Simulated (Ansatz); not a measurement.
## HfN: pressure against volume

HfN, Fm-3m, a = 4.502 Å. Ansatz: PBEsol, PAW, 420 eV, Γ-centred 16×16×16 mesh on 2 atoms, Gaussian smearing 0.10 eV; no spin polarisation. Symmetry fixes shape and atoms, so the cell is only scaled; pressure is positive in compression.

```tsv
V (Å³/atom)	P (GPa)
10.720	20.01
11.062	9.19
11.404	-0.04
11.746	-7.92
12.088	?
```

**Question.** Take V0 = 11.404 Å³/atom, count pressures from its P0 = -0.04 GPa, fit the third-order Birch–Murnaghan form to the other rows, and predict the missing pressure.

**Answer.** With the Eulerian strain f = ½[(V0/V)^(2/3) − 1] and y = (P − P0)/[3f(1 + 2f)^(5/2)], the form is the line y = B0 + 1.5 B0 (B0′ − 4) f. Rows (f, y): 0.02105, 286.4; 0.01025, 285.3; -0.00975, 283.0. Means f = 0.007183, y = 284.90; Σ(Δf)² = 0.0004884, ΣΔfΔy = 0.05420; the slope is their ratio. y = 284.1 + 111.0 f GPa, so B0 = 284.1 GPa and B0′ = 4 + 2 × (111.0)/(3 × 284.1) = 4.26. At V = 12.088, f = -0.01904, y = 281.99 and P = -14.66 GPa. The run gave -14.65 GPa, so the fit is 0.01 GPa too low, a small miss on the scale of the series. The form still works here, 33 % of the fitted range beyond its end.

The cell has an odd number of electrons and ran without spin polarisation, so a magnetic or disproportionated state may lie lower. Spin–orbit coupling is left out, which can shift energies with elements as heavy as these.